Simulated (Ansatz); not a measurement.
All numbers below come from DFT PBE, scalar-relativistic, plane waves, PAW in Ansatz. Settings: cutoff 420 eV, Γ-centred meshes spaced at most about 0.3 Å⁻¹, and about 0.25 Å⁻¹ or finer for metals (2π included), Gaussian smearing. No spin polarisation in the final relaxations.

Temperature and zero-point effects are left out.

Compare these two cells of SnSe2, each relaxed at this level.

A.

```cif
data_structure
_symmetry_space_group_name_H-M 'P-1'
_symmetry_Int_Tables_number 2
_cell_length_a 3.8700
_cell_length_b 3.8703
_cell_length_c 7.6625
_cell_angle_alpha 75.897
_cell_angle_beta 87.816
_cell_angle_gamma 60.012
_cell_volume 95.93
loop_
_atom_site_label
_atom_site_type_symbol
_atom_site_symmetry_multiplicity
_atom_site_Wyckoff_symbol
_atom_site_fract_x
_atom_site_fract_y
_atom_site_fract_z
_atom_site_occupancy
Sn1 Sn 1 a 0.00000 0.00000 0.00000 1
Se1 Se 2 i 0.28594 0.46083 0.78441 1
```

B.

```cif
data_structure
_symmetry_space_group_name_H-M 'P6mm'
_symmetry_Int_Tables_number 183
_cell_length_a 5.5443
_cell_length_b 5.5443
_cell_length_c 5.8322
_cell_angle_alpha 90.000
_cell_angle_beta 90.000
_cell_angle_gamma 120.000
_cell_volume 155.26
loop_
_atom_site_label
_atom_site_type_symbol
_atom_site_symmetry_multiplicity
_atom_site_Wyckoff_symbol
_atom_site_fract_x
_atom_site_fract_y
_atom_site_fract_z
_atom_site_occupancy
Sn1 Sn 2 b 0.33333 0.66667 0.91603 1
Se1 Se 3 c 0.50000 0.00000 0.38672 1
Se2 Se 1 a 0.00000 0.00000 0.87628 1
```

**Question.** Which is lower in energy, and by how much?

**Answer.** A is lower, by 0.40 eV/atom. A has space group P-1 (No. 2), 32.0 Å³/atom and a gap of 0.66 eV on its mesh; B has space group P6mm (No. 183), 25.9 Å³/atom and no gap. Counting Se atoms around Sn (those within 1.25 times the shortest such distance or 1.15 times the sum of covalent radii, 1.27 where that leaves under three; the shortest distance is added where it exceeds 1.18 times the sum of covalent radii), A has Sn 6 and B has Sn 9 from 3.2 Å. In A, Sn has 6 Se at 2.74–2.75 Å; around Se lie 3 Sn at 2.74–2.75 Å. In B, Sn is surrounded by 6 Se at 3.18–3.21 Å, 3 Sn at 3.20 Å and 3 Se at 3.48 Å; around Se on a site of symmetry 2mm lie 4 Se at 2.77 Å, 2 Sn at 3.18 Å and 2 Sn at 3.48 Å; Se on a site of symmetry 6mm is surrounded by 6 Sn at 3.21 Å. Both come from invented guesses. The part of the Crystallography Open Database at hand lists SnSe2 in space group No. 164, which no cell shown has.

No dispersion correction is applied, so the spacing and binding between layers, chains or molecules are poorly described (P-1), and this can change margins and order among such cells. Kohn–Sham gaps at this level usually fall short of measured ones. Cells relaxed within their symmetry can be saddle points.

The 0.40 eV/atom preference for A follows from its bonding. Its cell contains sheets of edge-sharing SnSe6 octahedra with six nearly equal, short Sn–Se bonds. This fits Sn(IV) and selenide: filled, mainly Se 4p states lie below empty Sn 5s–Se 4p antibonding states, which accounts for the gap. A is less dense than B despite its shorter Sn–Se bonds because of the open space between its sheets.

B packs more neighbours around Sn, but its Sn–Se contacts are all stretched. Its Se–Se contacts at 2.77 Å are also too long for normal single bonds. The extra contacts therefore don't make up for the lost polar covalent bonding, and the overlap of Se–Se and Sn-derived bands probably closes the gap.

A's sheets are essentially those of the known trigonal compound, so the triclinic symmetry probably reflects a lateral offset in stacking rather than a different bonding pattern. The large margin thus favours the octahedral sheet over B's framework, but does not establish A's stacking as the preferred one.
